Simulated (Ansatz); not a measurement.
## PbS: what symmetry allows forces and stress to be

```
Pb S
1.0
     4.08970    0.00000    0.00000
    -2.04485    3.54178    0.00000
     0.00000    0.00000    3.78817
Pb S
1 1
Cartesian
  0.0000 0.0000 0.0000
  2.0448 1.1806 2.0441
```

Method: DFT PBE, scalar-relativistic, plane waves, PAW (Ansatz 0.2.0).

Cutoff 420 eV; k points 12×12×10 on the computed 2-atom cell (Γ-centred); Gaussian smearing, width 0.10 eV; no spin polarisation.

This distorted cell has space group P3m1, with 6 operations.

Q: Without a calculation: in which directions can each atom feel a force?

A: A force must be left unchanged by every operation that keeps its atom in place, so it lies in the space that those operations leave fixed. Atoms that the group maps onto each other feel forces of one size.
```tsv
atom	site symmetry	operations at the site	equivalent to atom	allowed force (Cartesian)
Pb1	3m.	6	1	along (0.00, 0.00, 1.00)
S2	3m.	6	2	along (0.00, 0.00, 1.00)
```

That leaves 2 independent force components of 6, tied by 1 condition that the forces sum to zero, so 1 remains. A relaxation in this cell that keeps the symmetry moves the atoms in these directions alone.

Q: And the stress tensor?

A: It must be invariant under the point group, which leaves 2 independent components: yz, xz, xy vanish; xx = yy.

Q: Do the computed values obey this?

A: Yes. Forces (eV/Å):
```
Pb1  0.000  0.000 -0.124
S2   0.000  0.000  0.124
```

Stress (GPa, compression positive, xx yy zz yz xz xy): 0.14 0.14 0.76 0.00 0.00 0.00. The program imposes the same operations on density, forces and stress, so this confirms the analysis and is no independent test of the calculation.

Spin–orbit coupling is left out, which can shift energies with elements as heavy as these.

This form isn't the usual stable structure of the compound.